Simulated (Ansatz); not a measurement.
Runs of Ansatz 0.2.0 on PbS. It takes space group R3m (No. 160, trigonal). Conventional cell: a = 4.225 Å, b = 4.225 Å, c = 10.356 Å, α = 90.00°, β = 90.00°, γ = 120.00°. Around Pb (site symmetry 3m) lie 6 S at 2.96 to 3.02 Å. Around S (site symmetry 3m) lie 6 Pb at 2.96 to 3.02 Å. The cell is a database's computed one.

```csv
task,level,cutoff (eV),points for each segment of the path,gap on the mesh (eV),pressure (GPa),V0 of scaled cells (Å³/atom),B0 (GPa)
equation of state,r2SCAN,500,-,-,-,26.68,(b)
band structure,r2SCAN,500,14,(c),(a),-,-
band structure,LDA,420,14,0.33,-3.7,-,-
equation of state,PBEsol,420,-,-,-,25.72,59
```

Alike in all rows: potentials or basis Ansatz PAW; no spin polarisation; cell as given; k mesh 8 × 8 × 8; smearing fermi-dirac 0.05 eV.

Question: Estimate the missing entries.

Answer: (a) 0.0; (b) 58; (c) 0.71.

Caveats: the cell was scaled at fixed shape and fractional positions, which overstates the stiffness of a crystal with free parameters, most of all of layers and chains (some runs); spin-orbit coupling is left out, which as a rule narrows the gap of such compounds by several tenths of an eV (some runs); the PAW data sets come from PBE, with cores solved anew for the run's functional, which leaves a small shift of forces and pressure (some runs); the PAW data sets were made with another functional, which shifts forces and pressure a little (some runs).

A k mesh can miss the band edges, and the runs leave out spin-orbit coupling on Pb.

Runs at the PBE level aren't shown here.
